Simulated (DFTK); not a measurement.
Set up this calculation in DFTK 0.8.2, as the native input.

- Task: band structure
- Functional: r2SCAN
- Potentials or basis: SG15 1.2 (PBE)
- Cutoff: 1225 eV
- k mesh: 11 × 11 × 11
- Occupations: fermi-dirac, width 0.05 eV
- Spin: no spin polarisation
- Valence electrons: Nb 13
- SCF tolerance on the density: 1e-06

The system is Nb.

```
Nb
1.0
    -1.66395    1.66395    1.66395
     1.66395   -1.66395    1.66395
     1.66395    1.66395   -1.66395
Nb
1
Cartesian
  0.0000 0.0000 0.0000
```

These files were run (other wordings do the same):

run.jl

```julia
using DFTK
using PseudoPotentialData
using Unitful, UnitfulAtomic
using LinearAlgebra, Printf
include("save.jl")
disable_threading()

# lattice vectors are the columns
lattice = austrip(1u"Å") * [      -1.66395        1.66395        1.66395;
                  1.66395       -1.66395        1.66395;
                  1.66395        1.66395       -1.66395]
symbols   = [:Nb]
positions = [[0.0, 0.0, 0.0]]
pseudopotentials = Dict(:Nb => "Nb.upf")
elements = Dict(s => ElementPsp(s, pseudopotentials; rcut=10.0) for s in unique(symbols))
atoms    = [elements[s] for s in symbols]

build_model(lattice, positions; symmetries=true) =
    model_DFT(lattice, atoms, positions;
              functionals=r2SCAN(),
              temperature=austrip(0.05u"eV"),
              smearing=Smearing.FermiDirac(),
              symmetries)
Ecut  = 45.0  # hartree
kgrid = [11, 11, 11]
tol   = 1e-6
to_GPa = ustrip(uconvert(u"GPa", 1u"hartree/bohr^3"))

model = build_model(lattice, positions)
basis = PlaneWaveBasis(model; Ecut, kgrid)
display(basis)
scfres = self_consistent_field(basis;
                               tol,
                               nbandsalg=AdaptiveBands(model; n_bands_converge=11))
display(scfres.energies)
@printf "Fermi level: %.6f eV\n" ustrip(auconvert(u"eV", something(scfres.εF, NaN)))
forces = compute_forces_cart(scfres)
println("Forces (eV/Å)")
for (s, f) in zip(symbols, forces)
    @printf "%-3s %12.6f %12.6f %12.6f\n" s ustrip.(auconvert.(u"eV/Å", f))...
end
stress = compute_stresses_cart(scfres)
println("Stress (GPa)")
display(round.(stress * to_GPa; digits=4))
println("Levels at the first k-point (eV): ", round.(ustrip.(auconvert.(u"eV", scfres.eigenvalues[1][1:scfres.n_bands_converge])); digits=4))
save_scf!(scfres; forces, stress)

points = Dict("G" => [0.0, 0.0, 0.0], "H" => [0.5, -0.5, 0.5], "P" => [0.25, 0.25, 0.25], "N" => [0.0, 0.0, 0.5])
segments = [("G", "H", 10), ("H", "N", 7), ("N", "G", 7), ("G", "P", 8), ("P", "H", 8), ("P", "N", 5)]
kcoords = vcat([[points[a] + t * (points[b] - points[a]) for t in range(0, 1, n)] for (a, b, n) in segments]...)
bands = compute_bands(scfres, ExplicitKpoints(kcoords); n_bands=13, tol=1e-5)
for (k, ε) in zip(bands.basis.kpoints, bands.eigenvalues)
    @printf "%d %8.4f %8.4f %8.4f " k.spin k.coordinate...
    println(join([@sprintf("%9.4f", e) for e in ustrip.(auconvert.(u"eV", ε .- scfres.εF))]))
end
results["band_energies"] = rows(bands.eigenvalues); results["band_kpoints"] = rows(kcoords)
```

Potentials or basis: SG15 1.2 (PBE).

Command:

```console
$ julia --threads=1 run.jl  # save.jl only writes the numbers to a file and isn't shown; printed stress counts tension as positive; times include loading and compiling
```

It gave:

The pressure is -3.4 GPa and the band gap on the k mesh is none (metal or under the smearing width).

Caveat: the potentials were made for another functional, which shifts forces and pressure.

Run time: 5 min on 1 thread of Intel(R) Xeon(R) Platinum 8259CL CPU @ 2.50GHz (Skylake/Cascade Lake), with other jobs on the host, peak memory 1.7 GiB.
